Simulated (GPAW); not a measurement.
# Ni (Im-3m) in GPAW: a series of runs, part 2 of 2

GPAW 26.7.0. Earlier steps stand in the parts before.

## 4. Single point, r2SCAN+U, collinear spin, ferromagnetic start

The input, run.py:

```python
from ase.dft.bandgap import bandgap
from ase.io import read, write
from ase.units import GPa
from gpaw import GPAW, PW

atoms = read('POSCAR')
atoms.set_initial_magnetic_moments([1.0])

calc = GPAW(mode=PW(600),
            xc='MGGA_X_R2SCAN+MGGA_C_R2SCAN',
            kpts={'size': (13, 13, 13), 'gamma': True},
            occupations={'name': 'fermi-dirac', 'width': 0.05},
            setups={'Ni': ':d,4.0'},
            nbands=17,
            convergence={'density': 1e-05, 'energy': 1e-05},
            maxiter=150,
            txt='gpaw.txt')
atoms.calc = calc
energy = atoms.get_potential_energy()
forces = atoms.get_forces()
stress = atoms.get_stress()
calc.write('gs.gpw')
write('result.traj', atoms)
print(f'Energy: {energy:.6f} eV')
print('Forces (eV/A):')
print(forces.round(4))
print('Stress (GPa):', (stress / GPa).round(3))
print('Moments:', calc.get_magnetic_moments().round(3))
print('Fermi level:', round(calc.get_fermi_level(), 4), 'eV')
print(f'Gap: {bandgap(calc)[0]:.4f} eV, direct: {bandgap(calc, direct=True)[0]:.4f} eV')
```

The input, POSCAR:

```
Ni
1.0
   -1.3837154700      1.3837154700      1.3837154700
    1.3837154700     -1.3837154700      1.3837154700
    1.3837154700      1.3837154700     -1.3837154700
Ni
1
Direct
    0.0000000000      0.0000000000      0.0000000000
```

Potentials or basis: GPAW PAW data sets (gpaw-data 1.2.1), pw.

On the command line:

```
$ OMP_NUM_THREADS=1 python run.py
```

gpaw.txt:

```text
__  _  _
 | _ |_)|_||  |
 |__||  | ||/\| - 26.7.0

Input parameters:
  mode=PW(ecut=600.0),
  convergence={'density': 1e-05, 'energy': 1e-05},
  kpts=MonkhorstPack(size=(13, 13, 13), gamma=True),
  maxiter=150,
  nbands=17,
  occupations=Occupations(name='fermi-dirac', width=0.05),
  setups={'Ni': ':d,4.0'},
  xc=XC(name='MGGA_X_R2SCAN+MGGA_C_R2SCAN')

Diagonalizing LCAO Hamiltonian
Converting LCAO to pw mode

       Ni

Atoms  # Å, Bohr magnetons
|   | symbol |        x |        y |        z |    initial magnetic moments |
|---|--------|----------|----------|----------|-----------------------------|
| 0 |     Ni | 0.000000 | 0.000000 | 0.000000 | ( 0.0000,  0.0000,  1.0000) |

Unit cell  # Å
| periodic |         x |         y |         z |  lengths |     angles |
|----------|-----------|-----------|-----------|----------|------------|
|      yes | -1.383715 |  1.383715 |  1.383715 | 2.396665 | 109.471221 |
|      yes |  1.383715 | -1.383715 |  1.383715 | 2.396665 | 109.471221 |
|      yes |  1.383715 |  1.383715 | -1.383715 | 2.396665 | 109.471221 |

Number of symmetries: 48
Symmetry operations  # r_c * U_cc + t_c -> r_c
|    | kind |            matrix            |
|----|------|------------------------------|
|  0 |  σ   |  1, 1, 1,  0, 0,-1,  0,-1, 0 |
|  1 |  C4  |  1, 1, 1,  0, 0,-1, -1, 0, 0 |
|  2 |  C2  |  1, 1, 1,  0,-1, 0,  0, 0,-1 |
|  3 |  S6  |  1, 1, 1,  0,-1, 0, -1, 0, 0 |
|  4 |  S6  |  1, 1, 1, -1, 0, 0,  0, 0,-1 |
|  5 |  C4  |  1, 1, 1, -1, 0, 0,  0,-1, 0 |
|  6 |  E   |  1, 0, 0,  0, 1, 0,  0, 0, 1 |
[... 167 lines left out ...]
|iter:  13| |  -10.474256 | -4.97 | -2.57 |  +0.7138|
|iter:  14| |  -10.474300 | -6.48 | -3.45 |  +0.7149|
|iter:  15| |  -10.474375c| -6.33 | -3.82 |  +0.7137|
|iter:  16| |  -10.474401c| -7.33 | -3.98 |  +0.7117|
|iter:  17| |  -10.474421c| -8.08c| -4.31 |  +0.7109|
|iter:  18| |  -10.474427c| -7.80c| -4.84 |  +0.7106|
|iter:  19| |  -10.474433c| -8.05c| -4.91 |  +0.7103|
|iter:  20| |  -10.474433c| -8.84c| -5.76c|  +0.7103|

Converged in 20 steps
Energy contributions relative to reference atoms: (reference = -41367.998447)

Energy contributions:
  Kinetic:          25.436356
  Coulomb:         -20.561407
  Zero:              0.037143
  External:          0.000000
  Xc:              -15.383310
  Entropy:          -0.006428
  Spinorbit:         0.000000
  ----------------------------
  Free energy:     -10.477647
  Extrapolated:    -10.474433

dipole moment: (-2.776309, -2.776309, -2.776309)  # |e|*Ang

Total magnetic moment: (0.000000, 0.000000, 0.710313)

Local magnetic moments
|        x |        y |        z |
|----------|----------|----------|
| 0.000000 | 0.000000 | 0.804702 |  # Ni   0

Fermi level: 8.412
Eigenvalues  # (at kpt = [0.000, 0.000, 0.000])
| band index |      eig [eV] | occ [0-1] |      eig [eV] | occ [0-1] |
|------------|---------------|-----------|---------------|-----------|
|          0 |       -56.884 |     1.000 |       -55.467 |     1.000 |
|          1 |       -56.884 |     1.000 |       -55.467 |     1.000 |
|          2 |       -56.884 |     1.000 |       -55.467 |     1.000 |
|          3 |        -0.760 |     1.000 |        -1.193 |     1.000 |
|          4 |         4.492 |     1.000 |         6.917 |     1.000 |
|          5 |         4.492 |     1.000 |         6.917 |     1.000 |
[... 9 lines left out ...]
|         15 |        41.762 |     0.000 |        42.707 |     0.000 |
|         16 |        41.762 |     0.000 |        42.707 |     0.000 |

No gap
No difference between direct/indirect transitions

Forces  # eV/Ang
|       x |       y |       z |
|---------|---------|---------|
| 0.00000 | 0.00000 | 0.00000 |  # Ni   0

Stress tensor  # eV/Ang^3
|         x |         y |         z |
|-----------|-----------|-----------|
| -0.017178 | -0.000000 | -0.000000 |
| -0.000000 | -0.017178 |  0.000000 |
| -0.000000 |  0.000000 | -0.017178 |

# Writing to gs.gpw (mode='')
```

stdout:

```text
Energy: -10.474433 eV
Forces (eV/A):
[[0. 0. 0.]]
Stress (GPa): [-2.752 -2.752 -2.752  0.    -0.    -0.   ]
Moments: [0.805]
Fermi level: 8.4124 eV
Gap: 0.0000 eV, direct: 0.0000 eV
```

Run time: 2.1 min. Hardware: 1 thread of Arm Neoverse V1, shared host; peak memory 0.22 GiB.

Results:

| Item | Value |
| --- | --- |
| Free energy | -10.4776 eV |
| Pressure | 2.8 GPa |
| Band gap on the k mesh | none (metal or under the smearing width) |
| Net moment | 0.71 μB per cell |
| Site moments | Ni +0.80 μB |

Caveat: the stock nickel data set gives pressures a few GPa off other programs; the PAW data sets were made with another functional, which shifts forces and pressure a little; the U is typed as a test and isn't derived for this compound. The state reached can hang on the start; a lower one may exist.

## 5. For comparison

An earlier run on the cell as given: functional PBEsol; potentials or basis PAW data sets generated in the run's folder for this functional; cutoff 600 eV; basis pw; k mesh 13 × 13 × 13; occupations fermi-dirac, width 0.05 eV; collinear spin, ferromagnetic start; starting moments [1.0] μB.

- Pressure: 0.5 GPa
- Band gap on the k mesh: none (metal or under the smearing width)
- Net moment: 0.58 μB per cell
- Site moments: Ni +0.61 μB

## 6. Summary

```csv
level,potentials or basis,U,gap on the mesh (eV),pressure (GPa),moment (μB)
r2SCAN+U,"GPAW PAW data sets (gpaw-data 1.2.1), pw",Ni d U = 2 eV,none,3.0,0.66
r2SCAN+U,"GPAW PAW data sets (gpaw-data 1.2.1), pw",Ni d U = 3 eV,none,2.5,0.67
r2SCAN+U,"GPAW PAW data sets (gpaw-data 1.2.1), pw",Ni d U = 4 eV,none,2.8,0.71
PBEsol,"PAW data sets generated in the run's folder for this functional, pw",-,none,0.5,0.58
```

Alike in all rows: task single point; spin collinear, ferromagnetic start; cell as given; k mesh 13 × 13 × 13; cutoff (eV) 600; smearing fermi-dirac 0.05 eV.

Caveats: the stock nickel data set gives pressures a few GPa off other programs; the PAW data sets were made with another functional, which shifts forces and pressure a little (some runs); the U is typed as a test and isn't derived for this compound (some runs).

Absolute energies hang on the potentials; compare differences alone.
